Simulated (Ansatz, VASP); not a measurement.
## One calculation of BaZrO3, two programs

```
Ba Zr O
1.0
     4.37357    0.00000    0.00000
     0.00000    4.37357    0.00000
     0.00000    0.00000    4.12553
Ba Zr O
1 1 3
Direct
  0.00000 0.00000 0.00000
  0.50000 0.50000 0.50000
  0.50000 0.50000 0.00000
  0.50000 0.00000 0.50000
  0.00000 0.50000 0.50000
```

Change from the starting cell: epitaxial_xy strain +4.0%.

Alike in both runs: task single point; functional PBE; k mesh 6 × 6 × 6; occupations fermi-dirac, width 0.02 eV; no spin polarisation.

```csv
,VASP,Ansatz
version,VASP 6.6.1,Ansatz 0.2.0
potentials or method,"VASP PAW PBE potentials, release 64 (Ba_sv, Zr_sv, O)","plane waves, PAW"
plane-wave cutoff (eV),520,420
valence electrons in the cell,40,40
```

|  | VASP | Ansatz | Ansatz less VASP |
| --- | --- | --- | --- |
| gap on the k mesh at the Fermi level (eV) | 2.85 | 2.89 | +0.042 |
| pressure (GPa) | -4.4 | -5.2 | -0.79 |
| largest component of the traceless stress (GPa) | 7.71 | 7.56 | -0.149 |

Caveats: spin-orbit coupling is left out, which moves the levels of the heavy elements. A k mesh can miss the band edges.
